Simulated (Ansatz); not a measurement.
A single-point calculation of a 2-atom cell of BAs started from a crystallographic database with Ansatz 0.2.0, at the level PBE. The cell was relaxed with r2SCAN and then strained (uniaxial +0.46 % along y, other directions held), with the atoms relaxed again with r2SCAN; k points keep the names of the unstrained zone.

```yaml
crystal:
  lattice:
    - [0.0, 2.4028725035, 2.3918699019]
    - [2.3918699019, 0.0, 2.3918699019]
    - [2.3918699019, 2.4028725035, 0.0]
  atoms:
    - { symbol: B, position: [0.0, 0.0, 0.0] }
    - { symbol: As, position: [0.25, 0.25, 0.25] }
kpoints:
  mp_grid: { grid: [10, 10, 10] }
  band_path:
    path:
      - [0.0, 0.0, 0.0]
      - [-0.5, -0.5, 0.0]
      - [-0.375, -0.375, 0.25]
      - [-0.375, 0.0, 0.375]
      - [0.0, 0.0, 0.5]
      - [-0.5, -0.25, 0.25]
      - [0.0, 0.398438, 0.398437]
    npoints: 1
hamiltonian:
  xc: pbe
scf:
  occupations: { method: fermi_dirac, width: 0.02 }
  n_extra_bands: 4
output:
  forces: true
  stress: true
  eigenvalues: true
```

In the abridged output below, numbers in square brackets stand for lines, or ends of lines, that were taken out.
```
scf.n_extra_bands = 4 over 9 filled bands (N_el = 18.0): the run solves 13 bands
Pseudopotential: B, paw, valence charge 3, recommended cutoff 420 eV (normal)
Pseudopotential: As, paw, valence charge 15, recommended cutoff 420 eV (normal)
Functional definition: PBE
Crystal: 2 atoms, lattice volume = 27.494 Å³
Basis set: ecut = 420 eV, 533 PW (Γ)
Symmetry: 8 space group operations
Space group: I-4m2 (ITA 119)
k-points: 102 of 1000 (time reversal used)
Free energy (F): -5012.103248 eV
[1]
--- Stress (GPa, compression-positive) ---
[2]
--- Band table (eV; the first three rows and the last of 102) ---
[3]
```

The rows of the band table are 0: (0, 0, 0) = Γ, 1: (0, 0, 0.100), 2: (0, 0, 0.200), 101: (-1/2, 0, -1/2) = X.

Q: Give the withheld lines. They hold the Fermi energy and the band table, the stress.

A:
```
[1]
Fermi energy:    11.572946 eV
[2]
        1.848903       0.000000       0.000000
        0.000000       0.899541       0.000000
        0.000000       0.000000       1.848903
  P = ⅓ Tr σ = 1.5324 GPa (15.324 kbar)
[3]
  k-point 0: bands = […, -24.7926, -24.7921, -4.3377, 10.9558, 11.0004, 11.0004, 14.2457, 14.2457, 14.2753, 15.5470]
  k-point 1: bands = […, -24.7926, -24.7921, -4.1748, 9.5957, 10.6717, 10.7035, 14.3796, 14.6408, 14.6589, 16.4452]
  k-point 2: bands = […, -24.7923, -24.7918, -3.6945, 7.2473, 10.0993, 10.1378, 14.1491, 15.3607, 15.3658, 18.0960]
  k-point 101: bands = […, -24.7978, -24.7869, -0.2260, 2.4912, 6.9762, 6.9762, 12.4702, 12.4808, 22.2898, 22.2898]
```
Only the leading digits can be foreseen; the rest is this run's record.

With PBE the valence top lies at Γ and the conduction bottom at Γ–X (0.80 of the way from Γ), 1.16 eV higher; the smallest vertical gap, at Γ, is 3.25 eV. The gap is the least over the mesh and the extra points. The mean pressure at these positions is +1.53 GPa, compression counted positive.

Command: `ansatz run input.yaml --threads 4 --pin off --max-ram 4608MiB --backend cpu --events-out ev --progress --plain --runs-dir out`. It took 1.9 s on 4 threads of Intel(R) Xeon(R) Platinum 8259CL CPU @ 2.50GHz (Skylake/Cascade Lake), with other jobs on the host; peak host memory 0.41 GiB.

Calculated for a static, non-magnetic cell.

The runs are scalar-relativistic, without spin-orbit coupling.
